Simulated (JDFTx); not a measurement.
Crystal: As.

```xyz
2
Lattice="1.8808 1.0859 3.5141 -1.8808 1.0859 3.5141 0.0000 -2.1718 3.5141" Properties=species:S:1:pos:R:3 pbc="T T T"
As    0.0000    0.0000    2.3825
As    0.0000    0.0000    8.1597
```

```yaml
Program: JDFTx 1.7.0 (patched build)
Task: relaxation of cell and atoms
Functional: PBEsol
Potentials_or_basis: PseudoDojo-SR-PBEsol-0.4.1-standard with smoothed tails
Cutoff: 1143 eV
Density_cutoff: 9143 eV
k_mesh: 7 × 7 × 7
Occupations: fermi-dirac, width 0.05 eV
Spin: no spin polarisation
```

At the start: pressure 0.3 GPa; volume 21.53 Å³/atom.

**Question.** How do energy, volume and symmetry change on relaxing?

**Answer.** Over 16 steps the energy falls by 10.3 meV/atom and the volume is 20.86 Å³/atom (-3.1 %); space group R-3m (No. 166, to 0.05 Å).

The path:
```tsv
step	energy change (eV)	largest force (eV/Å)	pressure (GPa)	volume (Å³)
1	0.0000	0.3393	0.25	43.06
2	-0.0022	0.2754	0.06	43.07
3	-0.0076	0.0379	-0.56	42.99
4	-0.0111	0.0207	-0.42	42.64
5	-0.0122	0.0374	-0.22	42.56
6	-0.0145	0.0550	-0.03	42.34
7	-0.0192	0.0903	0.16	41.91
8	-0.0200	0.0839	0.08	41.76
9	-0.0201	0.0788	0.12	41.69
10	-0.0201	0.0532	0.08	41.63
11	-0.0201	0.0460	0.08	41.61
12	-0.0202	0.0035	0.02	41.55
13	-0.0203	0.0059	0.00	41.58
14	-0.0205	0.0111	0.06	41.60
15	-0.0205	0.0122	-0.11	41.73
16	-0.0205	0.0001	-0.03	41.71
```

Final structure:
```yaml
crystal:
  lattice:
    - [1.89556, 1.09440, 3.35113]
    - [-1.89556, 1.09440, 3.35113]
    - [0.00000, -2.18880, 3.35113]
  atoms:
    - { symbol: As, position: [0.23000, 0.23000, 0.23000] }
    - { symbol: As, position: [0.77000, 0.77000, 0.77000] }
```
